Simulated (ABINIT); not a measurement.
# BAs (F-43m) in ABINIT: further runs, part 2 of 2

ABINIT 10.8.3 (patched build). The steps go on from the part before.

**5. Equation of state, PBE**

run.abi reads:

```
# Datasets: one volume each
ndtset 7
getwfk -1
scalecart1 3*0.9795861087
scalecart2 3*0.9864848297
scalecart3 3*0.9932883884
scalecart4 3*1.0000000000
scalecart5 3*1.0066227096
scalecart6 3*1.0131594038
scalecart7 3*1.0196128224

# Pseudopotentials
pp_dirpath "./"
pseudos "As.upf, B.upf"

# Structure
acell 3.3778490937 3.3778490937 3.3778490937 Angstrom
rprim
     0.0000000000     0.7071067812     0.7071067812
     0.7071067812     0.0000000000     0.7071067812
     0.7071067812     0.7071067812     0.0000000000
ntypat 2
znucl 33 5
natom 2
typat 1 2
xred
     0.7500000000     0.7500000000     0.7500000000
     0.0000000000     0.0000000000     0.0000000000

# Plane-wave basis
ecut 1142.878222 eV

# k points
kptopt 1
ngkpt 10 10 10
nshiftk 1
shiftk 0.0 0.0 0.0

# Exchange and correlation
ixc 11

# Bands and occupations
nband 13
occopt 3
tsmear 0.00183747

# SCF cycle
nstep 100
tolvrs 1.0e-10

# Output
iomode 3
prtwf 1
prtden 0
prteig 0
prtebands 0
```

Potentials or basis: Ansatz NC PBE.

On the command line:

```bash
> abinit run.abi > log 2>&1
```

run.abo:

```text
[... set-up lines left out ...]
 ETOT  1  -108.26589599224    -1.083E+02 1.543E+00 2.688E+02
 ETOT  2  -109.03034052542    -7.644E-01 4.957E-02 1.160E+02
 ETOT  3  -109.04381073211    -1.347E-02 4.747E-03 2.057E+00
 ETOT  4  -109.04401817700    -2.074E-04 3.564E-03 1.266E-01
 ETOT  5  -109.04403208482    -1.391E-05 1.446E-03 7.305E-03
 ETOT  6  -109.04403290801    -8.232E-07 6.503E-04 3.251E-04
 ETOT  7  -109.04403293474    -2.673E-08 2.557E-04 3.279E-06
 ETOT  8  -109.04403293507    -3.277E-10 1.131E-04 1.821E-08
 ETOT  9  -109.04403293507    -4.263E-14 4.491E-05 7.341E-10
 ETOT 10  -109.04403293507    -9.521E-13 2.008E-05 5.448E-12
[... 1012 lines left out ...]
 Cartesian components of stress tensor (hartree/bohr^3)
  sigma(1 1)=  1.56894482E-04  sigma(3 2)=  0.00000000E+00
  sigma(2 2)=  1.56894482E-04  sigma(3 1)=  0.00000000E+00
  sigma(3 3)=  1.56894482E-04  sigma(2 1)=  0.00000000E+00

-Cartesian components of stress tensor (GPa)         [Pressure= -4.6160E+00 GPa]
- sigma(1 1)=  4.61599503E+00  sigma(3 2)=  0.00000000E+00
- sigma(2 2)=  4.61599503E+00  sigma(3 1)=  0.00000000E+00
- sigma(3 3)=  4.61599503E+00  sigma(2 1)=  0.00000000E+00

== END DATASET(S) ==============================================================
================================================================================

 -outvars: echo values of variables after computation  --------
            acell      6.3832096817E+00  6.3832096817E+00  6.3832096817E+00 Bohr
           etotal1    -1.0904403294E+02
           etotal2    -1.0904539498E+02
           etotal3    -1.0904632105E+02
           etotal4    -1.0904685280E+02
           etotal5    -1.0904702771E+02
           etotal6    -1.0904688033E+02
           etotal7    -1.0904644112E+02
            fcart1     9.5155179035E-31  9.5155179035E-31 -2.8546553710E-30
                      -9.5155179035E-31 -9.5155179035E-31  2.8546553710E-30
            fcart2    -0.0000000000E+00 -0.0000000000E+00 -0.0000000000E+00
                      -0.0000000000E+00 -0.0000000000E+00 -0.0000000000E+00
            fcart3     1.2011843346E-28  1.2011843346E-28 -3.6035530038E-28
                      -1.2011843346E-28 -1.2011843346E-28  3.6035530038E-28
            fcart4    -3.7285076621E-30 -3.7285076621E-30  1.1185522986E-29
                       3.7285076621E-30  3.7285076621E-30 -1.1185522986E-29
            fcart5    -3.7039772961E-30 -3.7039772961E-30  1.1111931888E-29
                       3.7039772961E-30  3.7039772961E-30 -1.1111931888E-29
            fcart6    -0.0000000000E+00 -0.0000000000E+00 -0.0000000000E+00
                      -0.0000000000E+00 -0.0000000000E+00 -0.0000000000E+00
            fcart7    -0.0000000000E+00 -0.0000000000E+00 -0.0000000000E+00
                      -0.0000000000E+00 -0.0000000000E+00 -0.0000000000E+00
            rprim1     0.0000000000E+00  6.9267198023E-01  6.9267198023E-01
[... 30 lines left out ...]
           strten6     8.1570515987E-05  8.1570515987E-05  8.1570515987E-05
                       0.0000000000E+00  0.0000000000E+00  0.0000000000E+00
           strten7     1.5689448222E-04  1.5689448222E-04  1.5689448222E-04
                       0.0000000000E+00  0.0000000000E+00  0.0000000000E+00
           xangst1     3.5096121310E+00  3.5096121310E+00  3.5096121310E+00
                       0.0000000000E+00  0.0000000000E+00  0.0000000000E+00
           xangst2     3.5343285236E+00  3.5343285236E+00  3.5343285236E+00
                       0.0000000000E+00  0.0000000000E+00  0.0000000000E+00
           xangst3     3.5587039736E+00  3.5587039736E+00  3.5587039736E+00
                       0.0000000000E+00  0.0000000000E+00  0.0000000000E+00
           xangst4     3.5827500000E+00  3.5827500000E+00  3.5827500000E+00
                       0.0000000000E+00  0.0000000000E+00  0.0000000000E+00
           xangst5     3.6064775129E+00  3.6064775129E+00  3.6064775129E+00
                       0.0000000000E+00  0.0000000000E+00  0.0000000000E+00
           xangst6     3.6298968540E+00  3.6298968540E+00  3.6298968540E+00
                       0.0000000000E+00  0.0000000000E+00  0.0000000000E+00
           xangst7     3.6530178395E+00  3.6530178395E+00  3.6530178395E+00
                       0.0000000000E+00  0.0000000000E+00  0.0000000000E+00
             xred      7.5000000000E-01  7.5000000000E-01  7.5000000000E-01
                       0.0000000000E+00  0.0000000000E+00  0.0000000000E+00
 Calculation completed.
```

Wall time 4.1 min (1 thread of Arm Neoverse V2, shared host); peak memory 0.12 GiB.

Results:

| Item | Value |
| --- | --- |
| Equilibrium volume | 13.91 Å³/atom |
| Bulk modulus | 131 GPa |
| Pressure derivative of the bulk modulus | 4.1 |

Energy against volume, from the lowest point:
| volume (Å³/atom) | energy (meV/atom) |
| --- | --- |
| 12.809 | 40.75 |
| 13.081 | 22.21 |
| 13.354 | 9.61 |
| 13.626 | 2.38 |
| 13.899 | 0.00 |
| 14.171 | 2.01 |
| 14.444 | 7.98 |

Caveat: pressures at fixed basis lie under the slope of the energies. PBE usually gives volumes a little too large and moduli too small.

**6. Overview**

| potentials or basis | cutoff (eV) | V0 of scaled cells (Å³/atom) | B0 (GPa) |
| --- | --- | --- | --- |
| PseudoDojo NC SR PBE v0.4.1 standard | 1143 | 13.90 | 131 |
| PseudoDojo NC SR PBE v0.5 standard | 1143 | 13.90 | 131 |
| SG15 NC PBE v1.2 | 599 | 13.90 | 130 |
| Ansatz NC PBE | 1143 | 13.91 | 131 |

Alike in all rows: task equation of state; level PBE; no spin polarisation; cell as given; k mesh 10 × 10 × 10; smearing fermi-dirac 0.05 eV.

Caveats: pressures at fixed basis lie under the slope of the energies.

Absolute energies hang on the potentials; compare differences alone.

**7. Against experiment**

Step 2. Measured bulk modulus of BAs: 148 GPa (quoted in “Basic Physical Properties of Cubic Boron Arsenide”, 2019, arxiv:1911.11281). This calculation gives 131 GPa (-11.3 %). The fit is for a static lattice scaled at fixed shape and fixed fractional positions.

Step 3. Measured bulk modulus of BAs: 148 GPa (quoted in “Basic Physical Properties of Cubic Boron Arsenide”, 2019, arxiv:1911.11281). This calculation gives 131 GPa (-11.3 %). The fit is for a static lattice scaled at fixed shape and fixed fractional positions.

Step 4. A measured bulk modulus of BAs is 148 GPa (quoted in “Basic Physical Properties of Cubic Boron Arsenide”, 2019, arxiv:1911.11281); the calculated 130 GPa misses it by -12.4 %. The fit is for a static lattice scaled at fixed shape and fixed fractional positions.

Step 5. Measured bulk modulus of BAs: 148 GPa (quoted in “Basic Physical Properties of Cubic Boron Arsenide”, 2019, arxiv:1911.11281). This calculation gives 131 GPa (-11.4 %). The fit is for a static lattice scaled at fixed shape and fixed fractional positions.
